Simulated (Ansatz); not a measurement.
Crystal: Cu.

```
Cu
1.0
    -0.00443    1.78843    1.83853
     1.82291   -0.01749    1.85160
     1.78282    1.76140    0.02260
Cu
1
Cartesian
  0.0000 0.0000 0.0000
```

The cell isn't the ideal one: cell sheared at random, sigma 0.01, atoms nudged by 0.01 Å.

Program: Ansatz 0.2.0. Alike in all runs: potentials or basis Ansatz PAW; no spin polarisation; cell sheared at random, sigma 0.01, atoms nudged by 0.01 Å; k mesh 7 × 6 × 7; smearing fermi-dirac 0.05 eV; the mesh is coarse, so values aren't converged. Hardware: 1 × NVIDIA H100 80GB HBM3 with 2 threads of AMD EPYC 7R13 Processor (Zen 3) (shared host).

**Question.** Order these runs on this cell by their wall time, lowest first.
A. task single point; level r2SCAN0; cutoff (eV) 500
B. task single point; level PBEsol0; cutoff (eV) 420
C. task band structure; level HSEsol; cutoff (eV) 420; points for each segment of the path 4

**Answer.** B (24 s), A (66 s), C (240 s).

Caveats: all runs use coarse meshes.
